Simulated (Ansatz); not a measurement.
**PbS: further runs on a relaxed guess**

This session takes a relaxed cell of PbS and sets out to repeat the electronic structure at other levels of theory.

Method: DFT PBE, scalar-relativistic, plane waves, PAW, unless a step names another level, in Ansatz 0.2.0.

1 further run of the same task is left out (set aside as unsound or not needed).

### 1 Starting point

Symmetry: P4/nmm, No. 129, tetragonal system. The conventional cell has a = 4.247 Å, b = 4.247 Å, c = 30.913 Å, α = 90.00°, β = 90.00°, γ = 90.00°. Pb (site symmetry 4mm) has 5 S at 2.69 to 3.01 Å as nearest neighbours. Around S (site symmetry 4mm) lie 5 Pb at 2.69 to 3.01 Å.

As a file:

```
CELL_PARAMETERS angstrom
4.24693 0.00000 0.00000
0.00000 4.24693 0.00000
0.00000 0.00000 30.91340
ATOMIC_POSITIONS crystal
Pb 0.00000 0.50000 0.24575
Pb 0.50000 0.00000 0.33653
S 0.00000 0.50000 0.33284
S 0.50000 0.00000 0.24943
```

It is the end of an earlier relaxation with the same method, from a generated guess; it is a trial structure. At a tolerance of 0.02 Å it has layer group p4/nmm (No. 64); it has 4.51 Å²/atom, an uncorrected energy of -0.49 eV/atom over the elements and, on its mesh, gap 2.06 eV.

Only a and b are periodic; c spans vacuum, so the box's volume, pressure and space group aren't properties of the sheet.

### 2 Level of theory: r2SCAN

input.yaml

```yaml
crystal:
  lattice:
    - [4.246931712, 0.0, 0.0]
    - [0.0, 4.246931712, 0.0]
    - [0.0, 0.0, 30.91340344]
  atoms:
    - { symbol: Pb, position: [0.0, 0.5, 0.2457456586] }
    - { symbol: Pb, position: [0.5, 0.0, 0.3365260422] }
    - { symbol: S, position: [0.0, 0.5, 0.332843923] }
    - { symbol: S, position: [0.5, 0.0, 0.2494277778] }
  periodic: [true, true, false]
basis:
  ecutwfc: 500
kpoints:
  mp_grid: { grid: [6, 6, 1] }
  band_path:
    path: [[0.0, 0.0, 0.0], [0.0, 0.5, 0.0], [0.5, 0.5, 0.0], [0.0, 0.0, 0.0]]
    npoints: 14
hamiltonian:
  xc: r2scan
scf:
  occupations: { method: gaussian, width: 0.02 }
  n_extra_bands: 10
output:
  forces: true
  stress: true
  eigenvalues: true
  populations: true
  dos: { projected: true, de: 0.02, nscf_kmesh: { grid: [9, 9, 1] } }
  bader: true
  write_density: true
  write_potential: true
  elf: true
  volumetric_format: npy
```

Command:

```sh
$ ansatz run input.yaml --threads 1 --pin off --max-ram 2048MiB --backend cpu --events-out ev --progress --plain --runs-dir out
```

### 3 The same geometry with LDA

input.yaml, as its differences from that of step 2:

```diff
@@ -12,3 +12,3 @@
 basis:
-  ecutwfc: 500
+  ecutwfc: 420
 kpoints:
@@ -19,3 +19,3 @@
 hamiltonian:
-  xc: r2scan
+  xc: lda
 scf:
```

(Steps that only read results are left out.)

Before running it: what results should come out? Wanted: gap; Bader charges (for each run or level that gives them).

The runs gave:

| quantity | value |
| --- | --- |
| gap (r2SCAN) | 2.02 eV, direct on the path |
| Bader charges (r2SCAN) | Pb +1.04, S -1.04 e |
| gap (LDA) | 1.51 eV, direct on the path |
| Bader charges (LDA) | Pb +0.92, S -0.92 e |

What this shows: The gap runs from 1.51 eV with LDA to 2.02 eV with r2SCAN. Spin-orbit coupling is left out, which matters for the bands of Pb. The path finds a smaller gap than the mesh does.
